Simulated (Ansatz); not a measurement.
TiSe:

```
Se Ti
1.0
     4.17836    0.00000    0.00000
     0.00000    4.17836    0.00000
     0.00000    0.00000    5.98442
Se Ti
2 2
Direct
  0.00000 0.50000 0.76056
  0.50000 0.00000 0.23944
  0.00000 0.00000 0.00000
  0.50000 0.50000 0.00000
```

The cell comes from a database or a generator and needn't be the stable form of this composition.

- Program: Ansatz 0.2.0
- Task: relaxation of cell and atoms
- Functional: r2SCAN
- Potentials or basis: Ansatz PAW
- Cutoff: 500 eV (not typed: the program's choice for these potentials)
- k mesh: 7 × 7 × 5
- Occupations: fermi-dirac, width 0.05 eV
- Spin: no spin polarisation
- Hubbard terms: Ti d U = 6 eV

At the start: volume 26.12 Å³/atom.

**Question.** Where does the relaxation end?

**Answer.** It ends after 13 steps and the volume is 24.62 Å³/atom (-5.7 %); space group P4/nmm (No. 129, to 0.05 Å).

The path:
| step | energy change (eV) | largest force (eV/Å) | volume (Å³) |
| --- | --- | --- | --- |
| 1 | 0.0000 | 2.1463 | 104.48 |
| 2 | -0.9077 | 0.2503 | 115.95 |
| 3 | -1.0406 | 0.2417 | 126.17 |
| 4 | -1.0648 | 0.0558 | 124.77 |
| 5 | -1.0914 | 0.0537 | 119.95 |
| 6 | -1.1144 | 0.0324 | 114.83 |
| 7 | -1.1346 | 0.0340 | 110.23 |
| 8 | -1.1531 | 0.1060 | 105.94 |
| 9 | -1.1668 | 0.1662 | 100.77 |
| 10 | -1.1753 | 0.0549 | 99.36 |
| 11 | -1.1767 | 0.0044 | 98.96 |
| 12 | -1.1770 | 0.0010 | 98.48 |
| 13 | -1.1788 | 0.0010 | 98.48 |

Final structure:
```
Se Ti
1.0
     4.81635    0.00000    0.00000
     0.00000    4.81635    0.00000
     0.00000    0.00000    4.24522
Se Ti
2 2
Cartesian
  0.0000 2.4082 2.8810
  2.4082 0.0000 1.3642
  0.0000 0.0000 0.0000
  2.4082 2.4082 0.0000
```

Caveat: the electronic state changed during the relaxation; the plane-wave basis is chosen anew once the cell has moved, so the energies of steps on either side of that aren't comparable; the PAW data sets come from PBE, with cores solved anew for the run's functional, which leaves a small shift of forces and pressure.
